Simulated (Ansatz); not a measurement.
**Relaxation of MnSb**

Method: DFT PBE, scalar-relativistic, plane waves, PAW in Ansatz. Run with 420 eV cutoff, 12×12×8 k-mesh, Gaussian smearing of 0.10 eV, collinear spin.

What was changed: relaxed at 40 GPa.

Spin-orbit coupling is left out, which matters for the bands and energies of heavy elements.

Other phases may be more stable at this pressure.

Command:

```bash
ansatz run input.yaml --threads 1 --pin off --max-ram 2560MiB --backend cpu --events-out ev --progress --plain --runs-dir out
```

Input:

```yaml
crystal:
  lattice:
    - [3.7244480491, 0.0, 0.0]
    - [-1.8622240245, 3.2254666256, 0.0]
    - [0.0, 0.0, 5.0755277508]
  atoms:
    - { symbol: Mn, position: [0.0, 0.0, 0.0], spin: 2.47 }
    - { symbol: Mn, position: [0.0, 0.0, 0.5], spin: 2.47 }
    - { symbol: Sb, position: [0.3333333333, 0.6666666667, 0.25] }
    - { symbol: Sb, position: [0.6666666667, 0.3333333333, 0.75] }
basis:
  ecutwfc: 420
kpoints:
  mp_grid: { grid: [12, 12, 8] }
hamiltonian:
  xc: pbe
scf:
  occupations: { method: gaussian, width: 0.1 }
output:
  forces: true
  stress: true
  eigenvalues: true
  populations: true
magnetization:
  spin_polarized: true
relax:
  adjacent_minimum: "off"
  f_tol: 0.008
  max_steps: 50
  cell: { stress_tol: 0.08, p_target: 40.0 }
```

F is the free energy. Steps run on the plane waves of an earlier cell, but the last one, and at times one on the way, on a freshly chosen basis, so a repeated geometry can differ a little in energy. The relaxation lowers the enthalpy F + PV at the target pressure, so F itself can rise.

Steps:

| step | F − F(1) (eV) | largest force component (eV/Å) | V (Å³/atom) | P (GPa) |
| --- | --- | --- | --- | --- |
| 1 | 0.0000 | 0.000 | 15.243 | 34.49 |
| 2 | 0.4836 | 0.000 | 14.734 | 42.10 |
| 3 | 0.3456 | 0.000 | 14.869 | 39.83 |
| 4 | 0.3535 | 0.000 | 14.860 | 39.94 |
| 5 | 0.3585 | 0.000 | 14.855 | 40.00 |
| 6 | 0.3593 | 0.000 | 14.855 | 40.00 |

Relaxed structure:

```yaml
crystal:
  lattice:
    - [3.70161, 0.00000, 0.00000]
    - [-1.85081, 3.20569, 0.00000]
    - [0.00000, 0.00000, 5.00761]
  atoms:
    - { symbol: Mn, position: [0.00000, 0.00000, 0.00000] }
    - { symbol: Mn, position: [0.00000, 0.00000, 0.50000] }
    - { symbol: Sb, position: [0.33333, 0.66667, 0.25000] }
    - { symbol: Sb, position: [0.66667, 0.33333, 0.75000] }
```

It takes space group P6_3/mmc (No. 194, hexagonal). Conventional cell: a = 3.702 Å, b = 3.702 Å, c = 5.008 Å, α = 90.00°, β = 90.00°, γ = 120.00°. Mn (site symmetry -3m) has 6 Sb at 2.48 Å and 2 Mn at 2.50 Å as nearest neighbours. Sb (site symmetry -6m2) has 6 Mn at 2.48 Å as nearest neighbours.

The run converged. Time: 3.6 min on 1 thread of Arm Neoverse V1, on a shared host, peak memory 0.6 GiB.